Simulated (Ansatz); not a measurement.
The system is Ge.

```
Ge
1.0
     1.39715   -2.60052    0.00000
     1.39715    2.60052    0.00000
     0.00000    0.00000    2.69823
Ge
1
Direct
  0.50000 0.50000 0.00000
```

This isn't the form of Ge at room conditions, which is diamond.

Base run:

| Property | Result |
| --- | --- |
| Program | Ansatz 0.2.0 |
| Functional | PBEsol |
| Potentials or basis | all-electron LAPW, scalar-relativistic |
| Cutoff | 247 eV |
| Density cutoff | 988 eV |
| Basis error allowed | 0.001 eV/atom |
| k mesh | 11 × 11 × 10 |
| Occupations | fermi-dirac, width 0.05 eV |
| Spin | no spin polarisation |

Its results: pressure -4.0 GPa.

The run is repeated on the same cell with these changes: functional from PBEsol to LDA. What comes out?

Pressure -5.6 GPa.

LDA binds more tightly than PBEsol, so the same cell stands under less pressure.

Not every run made on this cell is shown here.
